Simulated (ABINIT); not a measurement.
The system is PbS (Galena).

```xyz
2
Lattice="0.0000 2.9657 2.9657 2.9657 0.0000 2.9657 2.9657 2.9657 0.0000" Properties=species:S:1:pos:R:3 pbc="T T T"
Pb    0.0000    0.0000    0.0000
S     2.9657    2.9657    2.9657
```

Base run:

* Program: ABINIT 10.8.3 (patched build)
* Functional: rPW86PBE
* Potentials or basis: JTH PAW PBE v2.0 sp
* Cutoff: 544 eV
* k mesh: 8 × 8 × 8
* Occupations: fermi-dirac, width 0.05 eV
* Spin: no spin polarisation

Its results: band gap on the k mesh 0.41 eV, direct; pressure 5.4 GPa.

The run is repeated on the same cell with these changes: functional from rPW86PBE to BLYP. What comes out?

Band gap on the k mesh 0.52 eV, direct; pressure 6.1 GPa.

Caveats: the PAW data sets were made with another functional, which shifts forces and pressure a little; spin-orbit coupling is left out, which as a rule narrows the gap of such compounds by several tenths of an eV; this set keeps more shells in the core, which shifts pressures and gaps.
